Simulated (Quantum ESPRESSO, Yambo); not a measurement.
Planning a run of Yambo 5.3.0 on KBr (Fm-3m). The input:

```
optics
bss
bse
em1s
dipoles
rim_cut
RandQpts= 1000000
RandGvec= 1 RL
Chimod= "HARTREE"
BSKmod= "SEX"
BSEmod= "coupling"
BSSmod= "d"
BSENGexx= 30 Ry
BSENGBlk= 6 Ry
% BSEQptR
 1 | 1 |
%
% BSEBands
 11 | 18 |
%
% BEnRange
 0 | 11 | eV
%
% BDmRange
 0.1 | 0.1 | eV
%
BEnSteps= 111
% BLongDir
 1 | 0 | 0 |
%
% BndsRnXs
 1 | 152 |
%
NGsBlkXs= 6 Ry
% LongDrXs
 1 | 1 | 1 |
%
% KfnQP_E
 3.331 | 1.0 | 1.0 |
%
WRbsWF
```

```sh
OMP_NUM_THREADS=1 mpirun -n 4 yambo -F bse5.in -J bse5,bse3_W -C bse5 > bse5.log
```

The stored states that it reads are on a 4×4×4 mesh. The structure is cubic, space group Fm-3m (No. 225). The conventional cell has a = 6.600 Å, b = 6.600 Å, c = 6.600 Å, α = 90.00°, β = 90.00°, γ = 90.00°. Nearest to K lie 6 Br at 3.30 Å. Nearest to Br lie 6 K at 3.30 Å. Farther neighbours and most contacts between anions are not listed.

Q: Estimate wall time and host memory on 4 MPI ranks of Arm Neoverse V2, shared host.

It took 38 s; on shared hardware allow 19 s to 75 s. Peak host memory was 2.1 GiB.

The kernel grows as the square of the matrix size, and full diagonalisation as its cube.

[Paths, hosts, dates, memory and timing lines, banners, echoed tables and standing remarks are left out of the program output.]

[Logs are printed without paths, hosts, clocks, repeated set-up lines and the standing remarks that a program may print on its own settings, such as how far it seeks lower states.]

[Runs of the session that timed out or met a known fault of the program may be left out.]

[Hosts, paths, dates, database ids (printed as entryN), source tags and the programs' standing remarks are cut or masked in the printed files.]
